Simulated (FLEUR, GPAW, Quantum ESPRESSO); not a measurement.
**Ag: 6 runs at one level of theory**

```
Ag
1.0
     0.00000    2.04275    2.04275
     2.04275    0.00000    2.04275
     2.04275    2.04275    0.00000
Ag
1
Direct
  0.00000 0.00000 0.00000
```

Alike in all runs: task equation of state; functional PBE; k mesh 11 × 11 × 11; occupations fermi-dirac, width 0.05 eV; no spin polarisation; no spin-orbit coupling.

| program and potentials | plane-wave cutoff (eV) | notes | equilibrium volume (Å³/atom) | bulk modulus (GPa) |
| --- | --- | --- | --- | --- |
| FLEUR, all-electron, FLAPW | - | - | 17.80 | 89.5 |
| GPAW, GPAW PAW data sets (gpaw-data 1.2.1) | 600 | - | 17.79 | 89.9 |
| Quantum ESPRESSO, GBRV 1.5 PBE | 612 | - | 17.83 | 90.5 |
| Quantum ESPRESSO, PseudoDojo 0.5 SR PBE stringent | 1116 | - | 17.81 | 89.7 |
| Quantum ESPRESSO, SSSP 1.3 efficiency PBE | 816 | - | 17.77 | 89.4 |
| Quantum ESPRESSO, SG15 PBE 1.2 | 952 | - | 17.79 | 89.2 |

The equilibrium volume spans 17.77 (Quantum ESPRESSO, SSSP 1.3 efficiency PBE) to 17.83 Å³/atom (Quantum ESPRESSO, GBRV 1.5 PBE), with all-electron results at 17.80. The bulk modulus spans 89.2 (Quantum ESPRESSO, SG15 PBE 1.2) to 90.5 GPa (Quantum ESPRESSO, GBRV 1.5 PBE), with all-electron results at 89.5. For a metal such a mesh isn't converged, which the comparison doesn't need.

The functional is the same throughout but for its coding, so the spread measures potentials, basis and numerics; runs on potential files found faulty are left out.

The five potential-based runs reproduce the all-electron equation of state closely, so the treatment of the core has little influence on silver's equilibrium volume or stiffness. The largest departure in bulk modulus is GBRV's, at 90.5 against 89.5 GPa. GBRV also gives the largest volume, whereas a simple expansion of the same metal would soften it. The small differences in stiffness therefore don't follow from the volume shifts and probably reflect slight differences in the curvature of the energy curves.

The agreement between programs doesn't carry over to experiment: silver is known to be denser and stiffer than all six runs make it. Since the all-electron result shares this deviation, the likely main cause is PBE itself, whose gradient correction tends to underbind the heavier late transition metals. Cohesion in silver comes from the broad s–p band and its hybridisation with the filled d shell, together with dispersion attraction between the polarisable d shells, which a semilocal functional describes incompletely. A better potential wouldn't remove that error.
